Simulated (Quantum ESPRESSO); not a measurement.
Crystal: GaN.

```
Ga N
1.0
     3.18000    0.00000    0.00000
    -1.59000    2.75396    0.00000
     0.00000    0.00000    5.16600
Ga N
2 2
Direct
  0.66667 0.33333 0.50000
  0.33333 0.66667 0.00000
  0.66667 0.33333 0.87500
  0.33333 0.66667 0.37500
```

```yaml
Program: Quantum ESPRESSO 7.5
Task: phonons
Functional: WC
Potentials_or_basis: PseudoDojo 0.4.1 SR PBE standard
Cutoff: 1143 eV
Density_cutoff: 4572 eV
k_mesh: 8 × 8 × 4, shifted
Occupations: fermi-dirac, width 0.05 eV
Spin: no spin polarisation
Mixing_beta: 0.5
Most_SCF_iterations: 120
SCF_threshold: 8e-10 Ry
```

The atoms were relaxed first, and the response was taken there.

The first run showed a gap, so the response started from a second, tighter run with fixed occupations.

Q: Which optical modes does the crystal have at the zone centre, and which show in infrared and Raman spectra?

A: The optical modes are 2E2 + 2B1 + A1 + E1. Infrared active: A1 + E1. Raman active: 2E2 + A1 + E1.

Optical modes at Γ, degenerate ones joined, polar ones without the macroscopic field:
| cm⁻¹ | components | symmetry | active in | IR intensity, summed ((D/Å)²/amu) |
| --- | --- | --- | --- | --- |
| 136 | 2 | E2 | Raman | 0.00 |
| 330 | 1 | B1 | silent | 0.00 |
| 529 | 1 | A1 | IR and Raman | 30.11 |
| 550 | 2 | E1 | IR and Raman | 54.84 |
| 559 | 2 | E2 | Raman | 0.00 |
| 686 | 1 | B1 | silent | 0.00 |

Zone-centre frequencies without and with the macroscopic field along z (cm⁻¹):
|  | optical modes in rising order |
| --- | --- |
| without | 136 136 330 529 550 550 559 559 686 |
| with the field | 136 136 330 550 550 559 559 686 721 |

Born effective charge tensors (e):
atom 1, Ga
```
2.63 0.00 0.00
0.00 2.63 0.00
0.00 0.00 2.76
```
atom 2, Ga
```
2.63 0.00 0.00
0.00 2.63 0.00
0.00 0.00 2.76
```
atom 3, N
```
-2.64  0.00  0.00
 0.00 -2.64  0.00
 0.00  0.00 -2.76
```
atom 4, N
```
-2.64  0.00  0.00
 0.00 -2.64  0.00
 0.00  0.00 -2.76
```

Electronic dielectric tensor:
```
5.94 0.00 0.00
0.00 5.94 0.00
0.00 0.00 5.90
```

Static dielectric tensor, electrons and zone-centre modes:
```
10.21  0.00  0.00
 0.00 10.21  0.00
 0.00  0.00 10.97
```
